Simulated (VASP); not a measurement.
Crystal: KF.

```
CELL_PARAMETERS angstrom
0.00000 2.65441 2.65441
2.65441 0.00000 2.65441
2.65441 2.65441 0.00000
ATOMIC_POSITIONS crystal
K 0.00000 0.00000 0.00000
F 0.50000 0.50000 0.50000
```

The cell is a database's computed one.

Base run:

* Program: VASP 6.6.1
* Functional: PBEsol
* Potentials or basis: VASP PAW PBE potentials, release 64 (K_sv, F)
* Cutoff: 520 eV
* k mesh: 6 × 6 × 6
* Occupations: fermi-dirac, width 0.071 eV
* Spin: no spin polarisation

Its results: band gap on the k mesh 6.13 eV, direct; pressure 0.0 GPa.

**Question.** The run is repeated on the same cell with these changes: functional from PBEsol to PBE; occupations from fermi-dirac, width 0.071 eV to gaussian, width 0.1 eV. What comes out?

**Answer.** Band gap on the k mesh 6.27 eV, direct; pressure 2.2 GPa.

Caveats: the PAW data sets were made with another functional, which shifts forces and pressure a little (some runs).

A k mesh can miss the band edges.

Not every run made on this cell is shown here.
